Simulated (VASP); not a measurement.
Si in VASP 6.6.1, single-point calculation

INCAR

```
LASPH = .TRUE.
PREC = Accurate
IBRION = -1
LCHARG = .FALSE.
EDIFF = 1E-7
NSW = 0
GGA = PE
NBANDS = 16
ISIF = 2
SIGMA = 0.02
ISMEAR = -5
LREAL = .FALSE.
LWAVE = .FALSE.
ENCUT = 520
NELM = 61
```

KPOINTS

```
KPOINTS created by Atomic Simulation Environment
0
Gamma
1 1 1
0 0 0
```

POSCAR

```
Si
 1.0000000000000000
     3.8321295590073570    0.0000000000000000    0.0000000000000000
    -1.9160647795036785    3.3187215486936292    0.0000000000000000
     0.0000000000000000    0.0000000000000000    6.5314533663000001
 Si
   4
Cartesian
 -0.0000000000000000  2.2124810324624193  0.0130495894801826
  1.9160647795036783  1.1062405162312097  3.2787762726301830
 -0.0000000000000000  2.2124810324624193  2.4362454228823172
  1.9160647795036783  1.1062405162312097  5.7019721060323176
```

The recommended PBE PAW datasets give the neutral cell 16 valence electrons.

Command

```
mpirun -np 1 vasp_std
```

Standard output (part)

```
POSCAR found type information on POSCAR Si
 POSCAR found :  1 types and       4 ions
 LDA part: xc-table for (Slater+PW92), standard interpolation
|     EEEEEEE  RRRRRR   RRRRRR   OOOOOOO  RRRRRR      ###     ###     ###     |
|     E        R     R  R     R  O     O  R     R     ###     ###     ###     |
|     E        R     R  R     R  O     O  R     R     ###     ###     ###     |
|     EEEEE    RRRRRR   RRRRRR   O     O  RRRRRR       #       #       #      |
|     E        R    R   R    R   O     O  R    R      ###     ###     ###     |
|     EEEEEEE  R     R  R     R  OOOOOOO  R     R     ###     ###     ###     |
|     IBZKPT: tetrahedron method fails for NKPT<4. NKPT = 1                   |
|       ---->  I REFUSE TO CONTINUE WITH THIS SICK JOB ... BYE!!! <----       |
```

VASP stopped before the first electronic step.

The fault: tetrahedra on too few k points.

The run took about 0.9 s on one core of a shared host (Intel Xeon Platinum 8488C).
